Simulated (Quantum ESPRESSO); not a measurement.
## Pt: single point with PBEsol

Pt:

```
Pt
1.0
    -1.58422    1.58422    1.58422
     1.58422   -1.58422    1.58422
     1.58422    1.58422   -1.58422
Pt
1
Direct
  0.00000 0.00000 0.00000
```

This isn't the form of Pt at room conditions, which is fcc.

```json
{"Program": "Quantum ESPRESSO 7.5", "Task": "single point", "Functional": "PBEsol", "Potentials or basis": "GBRV 1.5 PBEsol", "Cutoff": "612 eV", "Density cutoff": "4898 eV", "k mesh": "12 × 12 × 12", "Occupations": "fermi-dirac, width 0.05 eV", "Spin": "no spin polarisation"}
```

```
Pressure               : -12.3 GPa
Band gap on the k mesh : none (metal or under the smearing width)
```

Levels at points of the mesh, in eV from the Fermi level:
```csv
k point,band 4,band 5,band 6,band 7,band 8,band 9,band 10,band 11,band 12,band 13
"(0.00, 0.00, 0.00)",-9.44,-3.39,-3.39,-3.39,-0.90,-0.90,17.10,17.10,17.10,27.06
"(0.00, 0.00, -0.50)",-6.47,-4.80,-1.08,-0.58,0.28,1.11,6.28,13.28,15.82,23.95
"(-0.50, -0.50, -0.50)",-5.95,-5.95,0.59,0.59,0.59,7.66,7.66,7.66,12.65,18.97
```

It took 6.2 s on 2 MPI ranks on Arm Neoverse V2, on a shared host, peak memory 0.12 GiB a rank.

The run has no spin-orbit coupling, so splittings on Pt are missing.
